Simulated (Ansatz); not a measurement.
# Al (Fm-3m) in Ansatz: settings compared, part 2 of 2

Ansatz 0.2.0.

## Step 6: Single point, PBE, 15.61 Å³/atom (volume scaled by 0.94)

File input.yaml:

```yaml
crystal:
  lattice:
    - [0.0, 1.9834708509, 1.9834708509]
    - [1.9834708509, 0.0, 1.9834708509]
    - [1.9834708509, 1.9834708509, 0.0]
  atoms:
    - { symbol: Al, position: [0.0, 0.0, 0.0] }
hamiltonian:
  xc: pbe
  pseudopotentials: { kind: paw, accuracy: standard }
kpoints:
  mp_grid: { grid: [11, 11, 11] }
scf:
  occupations: { method: fermi_dirac, width: 0.05 }
output:
  forces: true
  stress: true
  eigenvalues: true
  write_density: true
  write_potential: true
  elf: true
  volumetric_format: npy
```

Potentials or basis: SSSP efficiency PAW.

The run is started by

```sh
> ansatz run input.yaml --threads 2 --pin off --max-ram 5120MiB --backend cpu --events-out ev --progress --plain --runs-dir out
```

Run time: 0.37 s. Hardware: 2 threads of Arm Neoverse V2, shared host; peak memory 0.26 GiB.

Results (log left out):

```
Free energy            : -537.4414 eV
Pressure               : 5.0 GPa
Band gap on the k mesh : none (metal or under the smearing width)
```

## Step 7: Single point, PBE, 15.94 Å³/atom (volume scaled by 0.96)

File input.yaml:

```yaml
crystal:
  lattice:
    - [0.0, 1.9974394157, 1.9974394157]
    - [1.9974394157, 0.0, 1.9974394157]
    - [1.9974394157, 1.9974394157, 0.0]
  atoms:
    - { symbol: Al, position: [0.0, 0.0, 0.0] }
hamiltonian:
  xc: pbe
  pseudopotentials: { kind: paw, accuracy: standard }
kpoints:
  mp_grid: { grid: [11, 11, 11] }
scf:
  occupations: { method: fermi_dirac, width: 0.05 }
output:
  forces: true
  stress: true
  eigenvalues: true
```

The run is started by

```sh
> ansatz run input.yaml --threads 2 --pin off --max-ram 5120MiB --backend cpu --events-out ev --progress --plain --runs-dir out
```

Run time: 0.27 s. Hardware: 2 threads of Arm Neoverse V2, shared host; peak memory 0.25 GiB.

Results (log left out):

```
Free energy            : -537.4496 eV
Pressure               : 3.0 GPa
Band gap on the k mesh : none (metal or under the smearing width)
```

## Step 8: Single point, PBE, 16.27 Å³/atom (volume scaled by 0.98)

Changes to input.yaml since step 7:

```diff
@@ -2,5 +2,5 @@
   lattice:
-    - [0.0, 1.9974394157, 1.9974394157]
-    - [1.9974394157, 0.0, 1.9974394157]
-    - [1.9974394157, 1.9974394157, 0.0]
+    - [0.0, 2.0112152952, 2.0112152952]
+    - [2.0112152952, 0.0, 2.0112152952]
+    - [2.0112152952, 2.0112152952, 0.0]
   atoms:
```

The run is started by

```sh
> ansatz run input.yaml --threads 2 --pin off --max-ram 5120MiB --backend cpu --events-out ev --progress --plain --runs-dir out
```

Wall time 0.28 s (2 threads of Arm Neoverse V2, shared host); peak memory 0.25 GiB.

Results (log left out):

```
Free energy            : -537.4539 eV
Pressure               : 1.2 GPa
Band gap on the k mesh : none (metal or under the smearing width)
```

## Step 9: Single point, PBE, 16.60 Å³/atom

Changes to input.yaml since step 8:

```diff
@@ -2,5 +2,5 @@
   lattice:
-    - [0.0, 2.0112152952, 2.0112152952]
-    - [2.0112152952, 0.0, 2.0112152952]
-    - [2.0112152952, 2.0112152952, 0.0]
+    - [0.0, 2.024805, 2.024805]
+    - [2.024805, 0.0, 2.024805]
+    - [2.024805, 2.024805, 0.0]
   atoms:
@@ -18 +18,5 @@
   eigenvalues: true
+  write_density: true
+  write_potential: true
+  elf: true
+  volumetric_format: npy
```

Potentials or basis: SSSP efficiency PAW.

The run is started by

```sh
> ansatz run input.yaml --threads 2 --pin off --max-ram 5120MiB --backend cpu --events-out ev --progress --plain --runs-dir out
```

Wall time 0.34 s (2 threads of Arm Neoverse V2, shared host); peak memory 0.26 GiB.

Results (log left out):

```yaml
Free_energy: -537.4545 eV
Pressure: -0.5 GPa
Band_gap_on_the_k_mesh: none (metal or under the smearing width)
```

## Step 10: Single point, PBE, 16.93 Å³/atom (volume scaled by 1.02)

Changes to input.yaml since step 9:

```diff
@@ -2,5 +2,5 @@
   lattice:
-    - [0.0, 2.024805, 2.024805]
-    - [2.024805, 0.0, 2.024805]
-    - [2.024805, 2.024805, 0.0]
+    - [0.0, 2.0382146954, 2.0382146954]
+    - [2.0382146954, 0.0, 2.0382146954]
+    - [2.0382146954, 2.0382146954, 0.0]
   atoms:
```

The run is started by

```sh
> ansatz run input.yaml --threads 2 --pin off --max-ram 5120MiB --backend cpu --events-out ev --progress --plain --runs-dir out
```

It took 0.35 s on 2 threads of Arm Neoverse V2, shared host; peak memory 0.26 GiB.

It converged, with:

| Item | Value |
| --- | --- |
| Free energy | -537.4520 eV |
| Pressure | -1.9 GPa |
| Band gap on the k mesh | none (metal or under the smearing width) |

## Step 11: Single point, PBE, 17.27 Å³/atom (volume scaled by 1.04)

File input.yaml:

```yaml
crystal:
  lattice:
    - [0.0, 2.0514502267, 2.0514502267]
    - [2.0514502267, 0.0, 2.0514502267]
    - [2.0514502267, 2.0514502267, 0.0]
  atoms:
    - { symbol: Al, position: [0.0, 0.0, 0.0] }
hamiltonian:
  xc: pbe
  pseudopotentials: { kind: paw, accuracy: standard }
kpoints:
  mp_grid: { grid: [11, 11, 11] }
scf:
  occupations: { method: fermi_dirac, width: 0.05 }
output:
  forces: true
  stress: true
  eigenvalues: true
```

The run is started by

```sh
> ansatz run input.yaml --threads 2 --pin off --max-ram 5120MiB --backend cpu --events-out ev --progress --plain --runs-dir out
```

Wall time 0.28 s (2 threads of Arm Neoverse V2, shared host); peak memory 0.26 GiB.

It converged, with:

```
Free energy            : -537.4466 eV
Pressure               : -3.3 GPa
Band gap on the k mesh : none (metal or under the smearing width)
```

## Step 12: Single point, PBE, 17.60 Å³/atom (volume scaled by 1.06)

Changes to input.yaml since step 11:

```diff
@@ -2,5 +2,5 @@
   lattice:
-    - [0.0, 2.0514502267, 2.0514502267]
-    - [2.0514502267, 0.0, 2.0514502267]
-    - [2.0514502267, 2.0514502267, 0.0]
+    - [0.0, 2.0645171409, 2.0645171409]
+    - [2.0645171409, 0.0, 2.0645171409]
+    - [2.0645171409, 2.0645171409, 0.0]
   atoms:
@@ -18 +18,5 @@
   eigenvalues: true
+  write_density: true
+  write_potential: true
+  elf: true
+  volumetric_format: npy
```

Potentials or basis: SSSP efficiency PAW.

The run is started by

```sh
> ansatz run input.yaml --threads 2 --pin off --max-ram 5120MiB --backend cpu --events-out ev --progress --plain --runs-dir out
```

It took 0.35 s on 2 threads of Arm Neoverse V2, shared host; peak memory 0.26 GiB.

The run converged. Its results:

* Free energy: -537.4386 eV
* Pressure: -4.4 GPa
* Band gap on the k mesh: none (metal or under the smearing width)

## Step 13: Equation of state, PBE

Potentials or basis: SSSP efficiency PAW.

This step only gathers the single runs of the series.

What came out:

```
Equilibrium volume                      : 16.50 Å³/atom
Bulk modulus                            : 79 GPa
Pressure derivative of the bulk modulus : 4.5
```

Energy against volume, from the lowest point:
| volume (Å³/atom) | energy (meV/atom) |
| --- | --- |
| 15.607 | 13.14 |
| 15.939 | 4.91 |
| 16.271 | 0.66 |
| 16.603 | 0.00 |
| 16.935 | 2.54 |
| 17.267 | 7.96 |
| 17.599 | 15.93 |

## Step 14: The runs side by side

| task | level | potentials or basis | k mesh | cutoff (eV) | atoms under strain | points for each segment of the path | gap on the mesh (eV) | pressure (GPa) |
| --- | --- | --- | --- | --- | --- | --- | --- | --- |
| elastic constants | LDA | Ansatz PAW | 9 × 9 × 9 | 420 | relaxed | - | none | -3.4 |
| elastic constants | PBE | Ansatz PAW | 9 × 9 × 9 | 420 | clamped | - | none | -0.2 |
| elastic constants | PBEsol | Ansatz PAW | 9 × 9 × 9 | 420 | relaxed | - | none | -1.7 |
| band structure | rPW86-PBE | Ansatz PAW | 11 × 11 × 11 | 420 | - | 14 | none | -0.5 |
| equation of state | PBE | SSSP efficiency PAW | 11 × 11 × 11 | 408 | - | - | - | - |

Alike in all rows: no spin polarisation; cell as given; smearing fermi-dirac 0.05 eV.

Caveats: the elastic tensor has a negative eigenvalue, so either the cell is unstable as it stands or the mesh is too thin (some runs); the PAW data sets come from PBE, with cores solved anew for the run's functional, which leaves a small shift of forces and pressure (some runs); the cell is more than 3 GPa from zero pressure, which shifts response properties (some runs).

Absolute energies hang on the potentials; compare differences alone.

## Step 15: Against experiment

Step 13. A measured bulk modulus of Al is 76.9 GPa (quoted in “The interpretation of polycrystalline coherent inelastic neutron scattering from aluminium”, 2013, pmc:3831299); the calculated 79 GPa misses it by +3.2 %. The fit is for a static lattice scaled at fixed shape and fixed fractional positions. The cell as given is a measured one (16.60 Å³/atom); PBE puts the equilibrium volume -0.6 % from it, thermal expansion not counted.
